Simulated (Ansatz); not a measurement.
# ZnS (rocksalt type): the cost of one run

Program: Ansatz 0.2.0. Level of theory: DFT, PBE, PAW with Ansatz's default frozen-core files, scalar-relativistic. These are calculated values, not measurements.

**1. Starting point**

The structure is cubic, space group Fm-3m (No. 225). Conventional cell: a = 4.652 Å, b = 4.652 Å, c = 4.652 Å, α = 90.00°, β = 90.00°, γ = 90.00°. Zn (site symmetry m-3m) has 6 S at 2.33 Å as nearest neighbours. Around S (site symmetry m-3m) lie 6 Zn at 2.33 Å.

Structure file:

```cif
data_structure
_symmetry_space_group_name_H-M 'P 1'
_symmetry_Int_Tables_number 1
_cell_length_a 3.2891
_cell_length_b 3.2891
_cell_length_c 3.2891
_cell_angle_alpha 60.000
_cell_angle_beta 60.000
_cell_angle_gamma 60.000
_cell_volume 25.16
loop_
_atom_site_label
_atom_site_type_symbol
_atom_site_fract_x
_atom_site_fract_y
_atom_site_fract_z
_atom_site_occupancy
Zn1 Zn 0.00000 0.00000 0.00000 1
S1 S 0.50000 0.50000 0.50000 1
```

Atoms are numbered in the order of the input: Zn1, S2.

**2. Cell relaxed at zero pressure, PAW**

Contents of input.yaml:

```yaml
crystal:
  lattice:
    - [0.0, 2.3257586486, 2.3257586486]
    - [2.3257586486, 0.0, 2.3257586486]
    - [2.3257586486, 2.3257586486, 0.0]
  atoms:
    - { symbol: Zn, position: [0.0, 0.0, 0.0] }
    - { symbol: S, position: [0.5, 0.5, 0.5] }
kpoints:
  mp_grid: { grid: [15, 15, 15] }
scf:
  occupations: { method: fermi_dirac, width: 0.08 }
hamiltonian:
  xc: pbe
  pseudopotentials: { kind: paw }
output:
  forces: true
  stress: true
relax:
  f_tol: 0.005
  max_steps: 40
  cell: {}
```

Command:

```
$ ansatz run input.yaml --threads 1 --pin off --max-ram 3584MiB --backend cpu --events-out ev --progress --plain --runs-dir out
```

What time and memory should one allow on 1 thread of Arm Neoverse V2, shared host?

About 16 s, with a peak of 0.34 GiB.
